**Q:** I need a band gap for Bi2Se3. The measured gap is, as a rough recalled figure, 0.2 to 0.3 eV, and several of these calculations land there. Can I take the functional that comes closest?

Kohn-Sham band gaps of nonmagnetic Bi2Se3 (space group R-3m, 5-atom cell), calculated at one fixed geometry with the programs listed and read along a path through the Brillouin zone. In the basis column, plain values in eV are plane-wave cutoffs, and Kmax is in 1/bohr.

| method | rung | program | potentials | basis | spin orbit | k mesh | smearing | gap (eV) |
| --- | --- | --- | --- | --- | --- | --- | --- | --- |
| LDA | LDA | Ansatz | Ansatz PAW | 420 eV | no | 8x8x8 5-atom cell | gaussian 0.05eV | 0.094 |
| Wigner | LDA | FLEUR | all electron | 3.8 Kmax | no | 8x8x8 5-atom cell | Fermi-Dirac 0.05eV | 0.051 |
| PBE | GGA | Ansatz | PseudoDojo standard | 1170 eV | no | 8x8x8 5-atom cell | Fermi-Dirac 0.05eV | 0.208 |
| PBEsol | GGA | Ansatz | Ansatz PAW | 420 eV | yes | 6x6x6 5-atom cell | Fermi-Dirac 0.05eV | 0.277 |
| PW91 | GGA | FLEUR | all electron | 4.28 Kmax | no | 8x8x8 5-atom cell | Fermi-Dirac 0.05eV | 0.208 |
| RPBE | GGA | Ansatz LAPW | all electron LAPW, scalar relativistic | 0.002 eV/atom basis error | no | 8x8x8 5-atom cell | Fermi-Dirac 0.05eV | 0.293 |
| optB88-vdW | GGA | SIESTA | PseudoDojo 0.4 standard NC | DZP | no | 8x8x8 5-atom cell | Fermi-Dirac 0.05eV | 0.237 |
| revPBE | GGA | Ansatz LAPW | all electron LAPW, scalar relativistic | 0.002 eV/atom basis error | no | 8x8x8 5-atom cell | Fermi-Dirac 0.05eV | 0.272 |
| r2SCAN | meta-GGA | Ansatz | Ansatz PAW | 500 eV | yes | 6x6x6 5-atom cell | Fermi-Dirac 0.05eV | 0.205 |

**A:** Look at the spin orbit column before the gap column. Seven of the nine rows leave out spin-orbit coupling, the interaction of an electron's spin with its own orbital motion, which is strong near a nucleus as heavy as bismuth. Their gaps run from 0.051 to 0.293 eV. The two rows that include it, PBEsol and r2SCAN, give 0.277 and 0.205 eV, inside that same range. A gap of reasonable size therefore doesn't tell you whether the coupling was there.

**Q:** Then the omission seems harmless. Is there any sign of trouble in the numbers?

**A:** The sign is in the order. Without the coupling, every GGA, a functional that also uses the gradient of the density, gives a larger gap than the two LDA-type functionals. PBEsol is a GGA with a weakened gradient correction, so in this fixed crystal its gap should fall between LDA and PBE. With the coupling it lies 0.18 eV above LDA and 0.07 eV above PBE.

r2SCAN is odd too. Functionals of its kind, meta-GGAs, usually open gaps further than a GGA does, yet its gap is 0.07 eV smaller than that of PBEsol, in the same program with the same potentials and mesh.

**Q:** Couldn't that be scatter between programs?

**A:** For RPBE, a separate run with a different treatment of the atomic cores agrees with the tabulated gap to about 0.001 eV, so that source looks small. The k mesh deserves more suspicion. The two rows with coupling use a coarser one, which can shift the bands through a less accurate density. Part of the 0.07 eV between PBEsol and PBE may come from there.

**Q:** What does the coupling do to the bands?

**A:** It exchanges them, which is well established for this compound. Without coupling, the lowest empty state at Γ, the centre of the Brillouin zone, is mainly a bismuth $p_z$ orbital, and the highest filled one is mainly selenium $p_z$. The coupling mixes bismuth $p_z$ with the bismuth $p_x$ and $p_y$ orbitals of opposite spin, which lie higher, and so pushes the $p_z$ level down. If it sinks below the selenium level, the two edges have changed places. They have opposite parity and don't mix at Γ itself, but away from Γ they do, and a gap opens again.

The new gap can be as wide as the old one, but it belongs to a topological insulator, whose surface conducts. A calculation without the coupling describes an ordinary semiconductor that happens to have a similar gap.

**Q:** Is the push really strong enough?

**A:** Take two levels a distance $d$ apart and a coupling constant $\lambda$. For a $p$ shell, the upper level moves to $e = d - \lambda/2$, and the two are linked by $\lambda/\sqrt{2}$. The lower one then sinks by

$$S = \sqrt{\frac{e^2}{4} + \frac{\lambda^2}{2}} - \frac{e}{2}.$$

The Wigner run has its two lowest empty levels at Γ 1.26 eV apart, and I assume that the upper one is the right partner. That isn't certain: the $p_x$ and $p_y$ orbitals form a pair of equal energy at Γ, while the output lists this level only once. Either the list ends there, or the level is a single one, such as another bismuth $p_z$ combination, and the true partner lies higher. For the bismuth $6p$ shell $\lambda$ is roughly 1.2 eV. Then $e = 1.26 - 0.60 = 0.66$ eV and $S = \sqrt{0.11 + 0.72} - 0.33 = 0.58$ eV, about twice the largest gap without coupling in the table.

**Q:** How far do you trust that figure?

**A:** As an order of magnitude. With the partner twice as far away and only 70 percent of the orbital on bismuth, $S$ drops to 0.16 eV, too little to invert the RPBE bands. The PBEsol row, which played no part in the estimate, offers a comparison. If its gap without coupling lay between those of LDA and PBE, and its inverted gap sat at Γ, it would need a shift between $0.277 + 0.094 = 0.37$ eV and $0.277 + 0.208 = 0.49$ eV. That lies between the two estimates, so the model allows the inversion but doesn't prove it. It also leaves out the selenium level, which the coupling pushes up. The program's output follows below.

**Q:** And the odd order of PBEsol and r2SCAN?

**A:** Call the separation without coupling $g$. After the exchange, the gap at Γ is $S - g$. A functional that widens $g$ now narrows the gap, so the usual ladder runs backwards. That would explain why r2SCAN falls below PBEsol, though it remains my reading, since the table has neither functional without the coupling.

The rule carries over: compare $S$ with $g$. A heavy $p$ element and a small $g$ favour inversion, and beyond that point a functional that normally opens gaps narrows the one at the k point where the bands have changed places, as long as $g$ stays below $S$.

**Q:** So the RPBE value of 0.293 eV is no recommendation for RPBE?

**A:** No, because it is the separation of bands in the wrong order. Run the chosen functional with and without the coupling, and check which orbitals form the two edges at Γ. Only then compare the gap with experiment.

Printed output of the fit:

```
Smallest gap without spin-orbit coupling, eV: 0.051
Largest gap without spin-orbit coupling, eV: 0.293
Lowest GGA gap less highest LDA-type gap, both without coupling, eV: 0.114
PBEsol with coupling less LDA without, eV: 0.183
PBEsol with coupling less PBE without, eV: 0.069
r2SCAN less PBEsol, both with coupling, eV: -0.072
RPBE gap in LAPW less RPBE gap in PAW, eV: 0.00073
Distance of the two empty levels at Gamma, eV: 1.258
Model shift S of the conduction edge, full atomic coupling, eV: 0.5811
Model shift S with the partner level twice as far, eV: 0.3218
Model shift S with partner twice as far and 70 percent Bi share, eV: 0.1566
Coupling constant that closes the largest gap in the model, eV: 0.818
Shift needed for the PBEsol gap if inverted at Gamma and its normal gap were that of LDA, eV: 0.371
Shift needed for the PBEsol gap if inverted at Gamma and its normal gap were that of PBE, eV: 0.485
```
